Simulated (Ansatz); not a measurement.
## Tl: relaxation of cell and atoms

Computed with Ansatz 0.2.0, DFT, PBE, PAW with Ansatz's default frozen-core files, scalar-relativistic.

Command: `ansatz run input.yaml --threads 1 --pin off --max-ram 2048MiB --backend cpu --events-out ev --progress --plain --runs-dir out` The run took about 5.4 s on 1 thread of a shared machine.

```yaml
crystal:
  lattice:
    - [-1.8832839728, 1.8832839728, 1.8832839728]
    - [1.8832839728, -1.8832839728, 1.8832839728]
    - [1.8832839728, 1.8832839728, -1.8832839728]
  atoms:
    - { symbol: Tl, position: [0.0, 0.0, 0.0] }
kpoints:
  mp_grid: { grid: [12, 12, 12] }
scf:
  occupations: { method: fermi_dirac, width: 0.05 }
hamiltonian:
  xc: pbe
  pseudopotentials: { kind: paw }
output:
  forces: true
  stress: true
relax:
  f_tol: 0.005
  max_steps: 80
  cell: {}
```

Spin–orbit coupling is left out, though it moves levels of the heavy atoms by tenths of an eV or more.

The cell is built from the bcc type as a first guess.

The cutoff is 420 eV; energies and pressures of the walk include the program's estimate of the Pulay term.

Each frame lists the cell vectors (Å), then Cartesian positions (Å); symmetry keeps all forces zero. Free energies count from the first step, -11444.0645 eV.

The walk took 5 evaluations in all; steps that aren't listed are left out.

Step 1: E = 0.0 meV, P = 6.57 GPa

```
cell -1.8833 1.8833 1.8833 1.8833 -1.8833 1.8833 1.8833 1.8833 -1.8833
Tl    0.0000    0.0000    0.0000
```

Step 2: E = -77.9 meV, P = 0.65 GPa

```
cell -1.9721 1.9721 1.9721 1.9721 -1.9721 1.9721 1.9721 1.9721 -1.9721
Tl    0.0000    0.0000    0.0000
```

Step 3: E = -79.1 meV, P = 0.19 GPa

```
cell -1.9829 1.9829 1.9829 1.9829 -1.9829 1.9829 1.9829 1.9829 -1.9829
Tl    0.0000    0.0000    0.0000
```

(1) How does the relaxation end?

Answers

(1) It converges, with a = 3.975 Å, b = 3.975 Å, c = 3.975 Å, α = 90.00°, β = 90.00°, γ = 90.00° (conventional cell, space group Im-3m). The last solve (on a basis chosen afresh for the final cell, so its energy is not quite comparable) gives E = -80.2 meV, P = -0.02 GPa:
```
cell -1.9874 1.9874 1.9874 1.9874 -1.9874 1.9874 1.9874 1.9874 -1.9874
Tl    0.0000    0.0000    0.0000
```
